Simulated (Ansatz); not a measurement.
# BaTiO3: relaxation of cell and atoms with r2SCAN

The system is BaTiO3.

```
Ba Ti O
1.0
    -3.80268   -0.05658   -0.02182
    -0.02191   -0.03168   -4.13033
    -0.11316   -7.97351   -0.06307
Ba Ti O
2 2 6
Direct
  0.04486 0.90917 0.49511
  0.00815 0.92181 0.02441
  0.45719 0.52057 0.20539
  0.50232 0.47064 0.76225
  0.48144 0.03993 0.24039
  0.45629 0.07298 0.69357
  0.53803 0.54059 0.44980
  0.52906 0.55800 0.03050
  0.98202 0.45740 0.26038
  0.00064 0.50892 0.83819
```

The cell isn't the ideal one: all atoms moved at random, sigma 0.25 Å a component, cell strained at random, sigma 0.06.

- Program: Ansatz 0.2.0
- Task: relaxation of cell and atoms
- Functional: r2SCAN
- Potentials or basis: Ansatz PAW
- Cutoff: 500 eV (not typed: the program's choice for these potentials)
- k mesh: 7 × 7 × 4
- Occupations: fermi-dirac, width 0.05 eV
- Spin: no spin polarisation

| Item | Value |
| --- | --- |
| Relaxed volume | 13.03 Å³/atom |
| Relaxed cell | a = 4.023 Å, b = 4.024 Å, c = 8.048 Å, α = 89.79°, β = 89.79°, γ = 89.79° |
| Space group after relaxing (to 0.05 Å) | R3m (No. 160) |
| Energy gained by relaxing | 1087.2 meV/atom |
| Ionic steps | 8 |
| Pressure after relaxing | 0.0 GPa |
| Largest force after relaxing | 0.004 eV/Å |
| Band gap on the k mesh | 2.91 eV, indirect (least direct gap 3.09 eV) |

Forces in eV/Å, atoms in the order of the input:
```
Ba  -0.002 -0.002 -0.002
Ba  -0.002 -0.002 -0.002
Ti   0.001  0.001  0.001
Ti   0.002  0.003  0.001
O    0.000  0.000  0.001
O    0.001  0.000  0.000
O    0.001  0.000  0.001
O    0.001  0.000  0.000
O    0.000  0.000  0.000
O   -0.001  0.000  0.001
```

The path:
| step | energy change (eV) | largest force (eV/Å) | volume (Å³) |
| --- | --- | --- | --- |
| 1 | 0.0000 | 27.1822 | 125.20 |
| 2 | -7.1101 | 10.6565 | 132.42 |
| 3 | -9.7905 | 3.2438 | 132.61 |
| 4 | -10.6799 | 1.2503 | 132.90 |
| 5 | -10.8599 | 0.0994 | 130.47 |
| 6 | -10.8691 | 0.0510 | 130.47 |
| 7 | -10.8698 | 0.0036 | 130.30 |
| 8 | -10.8721 | 0.0036 | 130.30 |

Final structure:
```cif
data_structure
_symmetry_space_group_name_H-M 'P 1'
_symmetry_Int_Tables_number 1
_cell_length_a 4.0230
_cell_length_b 4.0244
_cell_length_c 8.0481
_cell_angle_alpha 89.791
_cell_angle_beta 89.791
_cell_angle_gamma 89.795
_cell_volume 130.30
loop_
_atom_site_label
_atom_site_type_symbol
_atom_site_fract_x
_atom_site_fract_y
_atom_site_fract_z
_atom_site_occupancy
Ba1 Ba 0.99295 0.99287 0.49644 1
Ba2 Ba 0.99293 0.99285 0.99644 1
Ti1 Ti 0.47961 0.47941 0.23974 1
Ti2 Ti 0.47963 0.47941 0.73975 1
O1 O 0.50597 0.01569 0.25298 1
O2 O 0.50596 0.01568 0.75299 1
O3 O 0.50599 0.50601 0.50782 1
O4 O 0.50598 0.50600 0.00781 1
O5 O 0.01551 0.50605 0.25301 1
O6 O 0.01548 0.50604 0.75302 1
```

Levels at points of the mesh, in eV from the valence-band top:
```tsv
k point	band 38	band 39	band 40	band 41	band 42	band 43
(0.00, 0.00, 0.00)	-0.51	-0.39	-0.38	2.91	2.91	3.05
(0.00, 0.00, -0.50)	-0.61	-0.61	-0.61	2.98	2.98	3.52
```

Wall time 6.7 min on 4 threads of Arm Neoverse V2 (shared host), peak memory 1 GiB.

Caveat: odd divisions of the mesh miss points on the zone boundary, where band edges often lie, so the gap on the mesh can be too wide; the plane-wave basis is chosen anew once the cell has moved, so the energies of steps on either side of that aren't comparable; spin-orbit coupling is left out, which moves the levels of the heavy elements; the PAW data sets come from PBE, with cores solved anew for the run's functional, which leaves a small shift of forces and pressure. A k mesh can miss the band edges.
